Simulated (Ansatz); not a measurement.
# Ba: distorted cells

Computed with DFT PBE, scalar-relativistic, plane waves, PAW (Ansatz 0.2.0).

Settings: cutoff 420 eV, Γ-centred mesh 10×10×10 on the computed 1-atom cell, Gaussian smearing of 0.10 eV; no spin polarisation.

Reference cell:

```
Ba
1.0
     0.00000    3.23267    3.23267
     3.23267    0.00000    3.23267
     3.23267    3.23267    0.00000
Ba
1
Direct
  0.00000 0.00000 0.00000
```

Each variant moves atoms of this cell by the vectors given, if any (Å), and then applies a symmetric strain (tensor components, Cartesian axes). The reference cell isn't relaxed at this level. Energies are per atom at zero smearing, counted from the lowest variant. Pressure is positive in compression.

1. strain (xx yy zz yz xz xy, %) -1.57 -4.57 -4.57 0.00 0.00 0.00
2. strain (xx yy zz yz xz xy, %) 3.15 5.31 2.63 0.60 1.89 2.00
3. strain (xx yy zz yz xz xy, %) -0.57 -1.21 0.48 -0.83 0.83 1.00
4. strain (xx yy zz yz xz xy, %) 4.41 5.44 4.70 1.89 -0.89 -3.00

```json
{"variant": "1", "ΔE (meV/atom)": "3.5", "P (GPa)": "0.51", "largest force (eV/Å)": "0.00", "gap on mesh (eV)": "0", "space group": "I4/mmm"}
{"variant": "2", "ΔE (meV/atom)": "40.6", "P (GPa)": "-1.04", "largest force (eV/Å)": "0.00", "gap on mesh (eV)": "0", "space group": "P-1"}
{"variant": "3", "ΔE (meV/atom)": "?", "P (GPa)": "?", "largest force (eV/Å)": "?", "gap on mesh (eV)": "?", "space group": "?"}
{"variant": "4", "ΔE (meV/atom)": "61.3", "P (GPa)": "-1.19", "largest force (eV/Å)": "0.00", "gap on mesh (eV)": "0", "space group": "P-1"}
```

Give the withheld rows.

```json
{"variant": "3", "ΔE (meV/atom)": "0.0", "P (GPa)": "-0.26", "largest force (eV/Å)": "0.00", "gap on mesh (eV)": "0", "space group": "P-1"}
```

Spin-orbit coupling is left out, which matters for the bands of heavy elements.

This fcc form isn't the element's structure at ambient conditions.